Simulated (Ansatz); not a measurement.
**Bi$_{2}$Te$_{3}$, one cell by several methods**

```xyz
5
Lattice="2.2085 1.2751 9.9467 -2.2085 1.2751 9.9467 0.0000 -2.5502 9.9467" Properties=species:S:1:pos:R:3 pbc="T T T"
Bi    0.0000    0.0000   24.2301
Bi    0.0000    0.0000   11.9957
Te    0.0000    0.0000   18.2322
Te    0.0000    0.0000    5.9680
Te    0.0000    0.0000    0.0000
```

Atoms are numbered in the order listed.

The conventional cell has a = 4.417 Å, b = 4.417 Å, c = 29.840 Å, α = 90.00°, β = 90.00°, γ = 120.00°. Bi (atom 1) has 3 Te at 3.03 Å and 3 Bi at 3.43 Å as nearest neighbours. Around Bi (atom 2) lie 3 Te at 3.27 Å and 3 Bi at 3.43 Å. Te (atom 3) is surrounded by 6 Te at 3.04 to 3.45 Å. Te (atom 4) has 3 Bi at 3.03 Å and 3 Te at 3.45 Å as nearest neighbours. Around Te (atom 5) lie 3 Te at 3.04 Å and 3 Bi at 3.27 Å.

The cell comes from COD entry 9012858, which wasn't checked; take it as a given geometry.

Spin–orbit coupling is left out, though it moves levels of the heavy atoms by tenths of an eV or more.

Methods: DFT, PBE, PAW with Ansatz's default frozen-core files, scalar-relativistic (Ansatz 0.2.0); DFT, PBE, all-electron PAW with datasets made for the crystal, scalar-relativistic (Ansatz 0.2.0); DFT, PBE, all-electron LAPW, scalar-relativistic (Ansatz 0.2.0).

For PAW: a Γ-centred 8×8×8 k mesh, Fermi–Dirac smearing of 0.08 eV, cutoff 420 eV, no spin polarisation. The crystal-made all-electron datasets (AE datasets) take a cutoff of 240 eV at this cell. LAPW targets a basis error of 1 meV/atom. The Ansatz runs share mesh, smearing and spin set-up. Plane-wave (PAW) pressures include the program's estimate of the Pulay term.

Stress and pressure are positive in compression.

Levels count from the Fermi level.

```csv
quantity,PAW,AE datasets,LAPW
pressure (GPa),1.67,1.69,1.69
stress xx (GPa),1.98,1.99,1.99
stress zz (GPa),1.07,1.08,1.09
"force on Bi1, z (eV/Å)",-0.860,-0.860,-0.860
"force on Bi2, z (eV/Å)",-0.430,-0.431,-0.431
"force on Te3, z (eV/Å)",-0.710,-0.711,-0.711
"force on Te4, z (eV/Å)",0.794,0.795,0.795
highest filled level at F (eV),-0.505,-0.506,-0.506
lowest empty level at F (eV),0.343,0.343,0.343
highest filled level at L (eV),-0.136,-0.136,-0.136
lowest empty level at L (eV),0.437,0.438,0.438
highest filled level at Γ (eV),-0.092,-0.092,-0.092
lowest empty level at Γ (eV),0.276,0.276,0.276
```
